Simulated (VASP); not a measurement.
In MgO (rock salt type) the Mg atom of the primitive cell, with all its periodic images, is moved by 0.06 Å along [111].

```xyz
2
Lattice="0.0000 2.1250 2.1250 2.1250 0.0000 2.1250 2.1250 2.1250 0.0000" Properties=species:S:1:pos:R:3 pbc="T T T"
Mg    0.0346    0.0346    0.0346
O     2.1250    2.1250    2.1250
```

All numbers below come from HSE06, plane waves, standard recommended PAW potentials in VASP 6.6.1.

Cutoff 525 eV; orbitals from an earlier step on the same cell; potentials Mg_pv O; PREC = Accurate; HFSCREEN = 0.208; HFRCUT = 0; PRECFOCK = Normal; k-mesh 4×4×4 Γ-centred; Fermi–Dirac smearing of 0.05 eV; no spin polarisation.

Q: What force results?

A: The force on it along the displacement is -0.2856 eV/Å, a force constant of 4.76 eV/Å². The cell stands under a pressure of -4.7 GPa, which shifts the constant from its value at the relaxed volume.

```json
{"atom": "Mg1", "Fx (eV/Å)": "-0.1649", "Fy (eV/Å)": "-0.1649", "Fz (eV/Å)": "-0.1649"}
{"atom": "O2", "Fx (eV/Å)": "0.1649", "Fy (eV/Å)": "0.1649", "Fz (eV/Å)": "0.1649"}
```

The k-mesh is modest, so these values aren't fully converged in k. Potentials made with PBE were used with another functional.
